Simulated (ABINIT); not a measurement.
ZrB2:

```
CELL_PARAMETERS angstrom
3.17000 0.00000 0.00000
-1.58500 2.74530 0.00000
0.00000 0.00000 3.53300
ATOMIC_POSITIONS crystal
Zr 0.00000 0.00000 0.00000
B 0.66667 0.33333 0.50000
B 0.33333 0.66667 0.50000
```

Program: ABINIT 10.8.3 (patched build). Alike in all runs: task single point; potentials or basis JTH PAW PBE v2.0; no spin polarisation; cell as given; k mesh 10 × 10 × 8; cutoff (eV) 544; smearing fermi-dirac 0.05 eV.

Problem. Order these runs on this cell by their pressure, lowest first.
A. level SCAN
B. level BLYP
C. level LDA
D. level WC
E. level RPBE

Solution. C (-8.7 GPa), D (-3.6 GPa), A (-0.9 GPa), E (4.0 GPa), B (7.0 GPa).

Caveats: the PAW data sets were made with another functional, which shifts forces and pressure a little.
